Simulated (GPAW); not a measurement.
A run of GPAW 26.7.0 is set up as follows.

run.py

```python
import numpy as np
from ase import Atoms
from ase.dft.bandgap import bandgap
from ase.io import write
from gpaw import GPAW, PW
from gpaw.response.df import DielectricFunction

atoms = Atoms(['Ba', 'Ti', 'O', 'O', 'O'],
              cell=[[4.006, 0.0, 0.0],
                    [0.0, 4.006, 0.0],
                    [0.0, 0.0, 4.006]],
              scaled_positions=[[0.5, 0.5, 0.5],
                                [0.0, 0.0, 0.0],
                                [0.0, 0.0, 0.5],
                                [0.0, 0.5, 0.0],
                                [0.5, 0.0, 0.0]],
              pbc=True)

calc = GPAW(mode=PW(600),
            xc='LDA',
            kpts={'size': (6, 6, 6), 'gamma': True},
            occupations={'name': 'fermi-dirac', 'width': 0.001},
            nbands=36,
            convergence={'density': 1e-06},
            maxiter=150,
            txt='gpaw.txt')
atoms.calc = calc
energy = atoms.get_potential_energy()
calc.write('gs.gpw')
write('result.traj', atoms)
print(f'Energy: {energy:.6f} eV')
print('Fermi level:', round(calc.get_fermi_level(), 4), 'eV')
print(f'Gap: {bandgap(calc)[0]:.4f} eV, direct: {bandgap(calc, direct=True)[0]:.4f} eV')

for size in [(11, 11, 11), (15, 15, 15)]:
    name = 'x'.join(str(n) for n in size)
    dense = calc.fixed_density(kpts={'size': size, 'gamma': True},
                               nbands=66, convergence={'bands': 60, 'eigenstates': 1e-7},
                               update_fermi_level=True, txt=f'dense-{name}.txt')
    dense.write(f'{name}.gpw', mode='all')
    df = DielectricFunction(f'{name}.gpw', frequencies=np.array([0.0]), hilbert=False, eta=0.001,
                            ecut=80, nbands=60, intraband=False, txt=f'df-{name}.txt')
    for xc in ['RPA', 'LR0.3', 'Bootstrap']:
        for direction in ['x', 'y', 'z', [0, 1, 1], [1, 0, 1], [1, 1, 0]]:
            e0, e = df.get_macroscopic_dielectric_constant(xc=xc, direction=direction)
            print(f'{name} {xc} {direction}: {e0:.4f} without, {e:.4f} with local fields')
```

Potentials or basis: the program's PAW data sets (release 1.2.1) made for this functional, pw.

Launch:

```sh
$ OMP_NUM_THREADS=1 python run.py
```

Estimate the electronic dielectric tensor (diagonal).

6.26.

Estimate the band gap on the k mesh.

1.69 eV, indirect (least direct gap 1.83 eV).

Electronic dielectric tensor:
```
6.26 0.00 0.00
0.00 6.26 0.00
0.00 0.00 6.26
```

Caveat: the long-wavelength limit can be off by several per cent where d states take part; spin-orbit coupling is left out, which moves the levels of the heavy elements; an odd mesh through Γ misses points on the zone boundary, where band edges often lie. Expect the measured gap to be larger: semilocal functionals such as LDA lack the derivative discontinuity.
